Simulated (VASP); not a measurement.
Here is a VASP 6.6.1 calculation.

File INCAR:

```
SYSTEM = Sn
ALGO = Normal
EDIFF = 1E-6
ENCUT = 520
GGA = PS
ICORELEVEL = 1
ISIF = 2
ISMEAR = 1
LASPH = .True.
LCHARG = .False.
LREAL = .False.
LWAVE = .False.
NELM = 60
PREC = Accurate
SIGMA = 0.1
```

File KPOINTS:

```
k-points
0
Gamma
  4 4 4
  0 0 0
```

POSCAR

```
Sn
1.0
    0.0000000000      6.4666856000      6.4666856000
    6.4666856000      0.0000000000      6.4666856000
    6.4666856000      6.4666856000      0.0000000000
Sn
16
Direct
    0.0000000000      0.0000000000      0.0000000000
    0.0000000000      0.0000000000      0.5000000000
    0.0000000000      0.5000000000      0.0000000000
    1.0000000000      0.5000000000      0.5000000000
    0.5000000000      0.0000000000      0.0000000000
    0.5000000000      1.0000000000      0.5000000000
    0.5000000000      0.5000000000      0.0000000000
    0.5000000000      0.5000000000      0.5000000000
    0.1250000000      0.1250000000      0.1250000000
    0.1250000000      0.1250000000      0.6250000000
    0.1250000000      0.6250000000      0.1250000000
    0.1250000000      0.6250000000      0.6250000000
    0.6250000000      0.1250000000      0.1250000000
    0.6250000000      0.1250000000      0.6250000000
    0.6250000000      0.6250000000      0.1250000000
    0.6250000000      0.6250000000      0.6250000000
```

Potentials or basis: VASP PAW PBE potentials, release 64 (Sn_d).

Command:

```console
$ cat potpaw_PBE.64/Sn_d/POTCAR > POTCAR
$ mpirun -np 1 vasp_std > vasp.out
```

Problem. What does it give for the pressure?

Solution. 1.4 GPa.

Problem. Predict the band gap on the k mesh.

Solution. None (metal or under the smearing width).

Core levels (eV, on the scale of the bands):
```tsv
atom	levels
1 Sn	1s -28997.3, 2s -4368.9, 2p -3920.5, 3s -835.0, 3p -688.6, 3d -463.3, 4s -123.9, 4p -79.7
2 Sn	1s -28997.3, 2s -4368.9, 2p -3920.5, 3s -835.0, 3p -688.6, 3d -463.3, 4s -123.9, 4p -79.7
3 Sn	1s -28997.3, 2s -4368.9, 2p -3920.5, 3s -835.0, 3p -688.6, 3d -463.3, 4s -123.9, 4p -79.7
4 Sn	1s -28997.3, 2s -4368.9, 2p -3920.5, 3s -835.0, 3p -688.6, 3d -463.3, 4s -123.9, 4p -79.7
5 Sn	1s -28997.3, 2s -4368.9, 2p -3920.5, 3s -835.0, 3p -688.6, 3d -463.3, 4s -123.9, 4p -79.7
6 Sn	1s -28997.3, 2s -4368.9, 2p -3920.5, 3s -835.0, 3p -688.6, 3d -463.3, 4s -123.9, 4p -79.7
```

Caveat: the PAW data sets were made with another functional, which shifts forces and pressure a little.
